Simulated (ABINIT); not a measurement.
# CdS (Greenockite) (P6_3mc) in ABINIT: a series of runs, part 2 of 2

ABINIT 10.8.3 (patched build). The steps go on from the part before.

## (3) Single point, PBE

The input, run.abi:

```
# Pseudopotentials
pp_dirpath "./"
pseudos "Cd.upf, S.upf"

# Structure
acell 3*1.0 Angstrom
rprim
     4.1500000000     0.0000000000     0.0000000000
    -2.0750000000     3.5940054257     0.0000000000
     0.0000000000     0.0000000000     6.7370000000
ntypat 2
znucl 48 16
natom 4
typat 1 1 2 2
xred
     0.6666666667     0.3333333333     0.5000000000
     0.3333333333     0.6666666667     0.0000000000
     0.6666666667     0.3333333333     0.8750000000
     0.3333333333     0.6666666667     0.3750000000

# Plane-wave basis
ecut 47.0

# k points
kptopt 1
ngkpt 5 5 3
nshiftk 1
shiftk 0.0 0.0 0.0

# Exchange and correlation
ixc 11

# Bands and occupations
nband 32
occopt 3
tsmear 0.05 eV

# SCF cycle
nstep 100
tolvrs 1.0e-10

# Output
iomode 3
prtwf 0
prtden 0
prteig 0
prtebands 0
enunit 1
```

Potentials or basis: PseudoDojo NC SR PBE v0.4.1 standard.

Started as:

```bash
abinit run.abi > log 2>&1
```

run.abo:

```text
.Version 10.8.3 of ABINIT
 Symmetries : space group P6_3 m c (#186); Bravais hP (primitive hexag.)
================================================================================
 Values of the parameters that define the memory need of the present run
     intxc =       0    ionmov =       0      iscf =       7    lmnmax =       6
     lnmax =       6     mgfft =      80  mpssoang =       3    mqgrid =    3929
     natom =       4  nloc_mem =       1    nspden =       1   nspinor =       1
    nsppol =       1      nsym =      12    n1xccc =    2501    ntypat =       2
    occopt =       3   xclevel =       2
       mpw =       10457          nfft =      200000          nkpt =          10
================================================================================
================================================================================

--------------------------------------------------------------------------------
------------- Echo of variables that govern the present computation ------------
--------------------------------------------------------------------------------
 -outvars: echo values of preprocessed input variables --------
            acell      1.8897261259E+00  1.8897261259E+00  1.8897261259E+00 Bohr
              amu      1.12411000E+02  3.20660000E+01
             ecut      4.70000000E+01 Hartree
           enunit           1
              ixc          11
         kptrlatt        5    0    0      0    5    0      0    0    3
          kptrlen      3.81932547E+01
            natom           4
            nband          32
            ngfft          50      50      80
             nkpt          10
            nstep         100
             nsym          12
           ntypat           2
           occopt           3
           prtden           0
        prtebands           0
           prteig           0
            prtwf           0
            rprim      4.1500000000E+00  0.0000000000E+00  0.0000000000E+00
                      -2.0750000000E+00  3.5940054257E+00  0.0000000000E+00
                       0.0000000000E+00  0.0000000000E+00  6.7370000000E+00
          spgroup         186
           tolvrs      1.00000000E-10
           tsmear      1.83746611E-03 Hartree
[... 155 lines left out ...]

 cartesian forces (eV/Angstrom) at end:
    1     -0.00000000000000    -0.00000000000000    -0.06529326162242
    2      0.00000000000000     0.00000000000000    -0.06529326162242
    3      0.00000000000000    -0.00000000000000     0.06529326162242
    4      0.00000000000000    -0.00000000000000     0.06529326162242
 frms,max,avg= 3.7697082E-02 6.5293262E-02   0.000E+00  0.000E+00  7.603E-07 e/A
 length scales=  1.889726125908  1.889726125908  1.889726125908 bohr
              =  1.000000000000  1.000000000000  1.000000000000 angstroms
 Fermi (or HOMO) energy (eV) =   4.84181   Average Vxc (eV)=  -9.29026
 Eigenvalues (   eV  ) for nkpt=  10  k points:
 kpt#   1, nband= 32, wtk=  0.01333, kpt=  0.0000  0.0000  0.0000 (reduced coord)
 -97.11057  -97.11052  -58.17477  -58.17477  -58.17467  -58.17461  -58.17461  -58.17402
  -8.06980   -7.64326   -3.44839   -3.42630   -3.42630   -3.34085   -3.34085   -3.02919
  -3.02919   -2.94004   -2.94004   -2.60495   -0.10476    3.46661    3.46661    4.17833
   4.22140    4.22140    5.41550    7.01126   10.68419   10.68419   11.01154   11.78396
 prteigrs : prtvol=0 or 1, do not print more k-points.

--- !EnergyTerms
iteration_state     : {dtset: 1, }
comment             : Components of total free energy in Hartree
kinetic             :  1.30779377407968E+02
hartree             :  1.31089885320839E+02
xc                  : -5.48394973397717E+01
Ewald energy        : -1.97799265838707E+02
psp_core            :  4.93590210809691E+00
local_psp           : -3.98492145553973E+02
non_local_psp       :  1.14899330650026E+01
internal            : -3.72835810830545E+02
'-kT*entropy'       : -1.33714088048542E-08
total_energy        : -3.72835810843916E+02
total_energy_eV     : -1.01453792552073E+04
band_energy         : -4.23414354556426E+01
...

 Cartesian components of stress tensor (hartree/bohr^3)
  sigma(1 1)= -5.41425276E-05  sigma(3 2)=  0.00000000E+00
  sigma(2 2)= -5.41425276E-05  sigma(3 1)=  0.00000000E+00
  sigma(3 3)= -7.42039616E-05  sigma(2 1)=  0.00000000E+00

-Cartesian components of stress tensor (GPa)         [Pressure=  1.7897E+00 GPa]
- sigma(1 1)= -1.59292816E+00  sigma(3 2)=  0.00000000E+00
- sigma(2 2)= -1.59292816E+00  sigma(3 1)=  0.00000000E+00
- sigma(3 3)= -2.18315592E+00  sigma(2 1)=  0.00000000E+00

== END DATASET(S) ==============================================================
================================================================================

 -outvars: echo values of variables after computation  --------
            acell      1.8897261259E+00  1.8897261259E+00  1.8897261259E+00 Bohr
           etotal     -3.7283581084E+02
            fcart     -9.4420188975E-29 -9.4159718992E-29 -1.2697517774E-03
                       4.2918267716E-29  1.4371746583E-28 -1.2697517774E-03
                       8.5836535432E-30 -3.4690422787E-29  1.2697517774E-03
                       4.2918267716E-29 -1.4867324051E-29  1.2697517774E-03
            rprim      4.1500000000E+00  0.0000000000E+00  0.0000000000E+00
                      -2.0750000000E+00  3.5940054257E+00  0.0000000000E+00
                       0.0000000000E+00  0.0000000000E+00  6.7370000000E+00
           strten     -5.4142527610E-05 -5.4142527588E-05 -7.4203961559E-05
                       0.0000000000E+00  0.0000000000E+00  0.0000000000E+00
           xangst      2.0750000000E+00  1.1980018086E+00  3.3685000000E+00
                       8.9138723714E-17  2.3960036171E+00  0.0000000000E+00
                       2.0750000000E+00  1.1980018086E+00  5.8948750000E+00
                       8.9138723714E-17  2.3960036171E+00  2.5263750000E+00
             xred      6.6666666667E-01  3.3333333333E-01  5.0000000000E-01
                       3.3333333333E-01  6.6666666667E-01  0.0000000000E+00
                       6.6666666667E-01  3.3333333333E-01  8.7500000000E-01
                       3.3333333333E-01  6.6666666667E-01  3.7500000000E-01
 Calculation completed.
```

It took 2.5 min on 1 thread of Arm Neoverse V2, shared host; peak memory 0.16 GiB.

Results:

```yaml
Free_energy: -10145.3793 eV
Largest_force: 0.065 eV/Å
Band_gap_on_the_k_mesh: 1.19 eV, direct
Valence_electrons_inside_the_program's_atomic_spheres: Cd 17.17; S 3.91
```

Forces in eV/Å, atoms in the order of the input:
```
Cd   0.000  0.000 -0.065
Cd   0.000  0.000 -0.065
S    0.000  0.000  0.065
S    0.000  0.000  0.065
```

Caveat: the cutoff is too short for stress, so the log's stress isn't used.

## (4) Against experiment

Step 2. A measured gap of CdS is 2.5809 eV (quoted in “Isotope dependence of band-gap energy”, 2008, arxiv:0807.2152); the calculated 1.19 eV misses it by -1.39 eV. So large a miss can be the level of theory's own, or it may mean another phase, state or a wrong row. Spin-orbit coupling on Cd is left out. The value is that of PBE, without temperature or zero-point motion. Semilocal functionals fall short of measured gaps as a rule.

Step 3. A measured gap of CdS is 2.5809 eV (quoted in “Isotope dependence of band-gap energy”, 2008, arxiv:0807.2152); the calculated 1.19 eV misses it by -1.39 eV. So large a miss can be the level of theory's own, or it may mean another phase, state or a wrong row. Spin-orbit coupling on Cd is left out. The value is that of PBE, without temperature or zero-point motion. Semilocal functionals fall short of measured gaps as a rule.
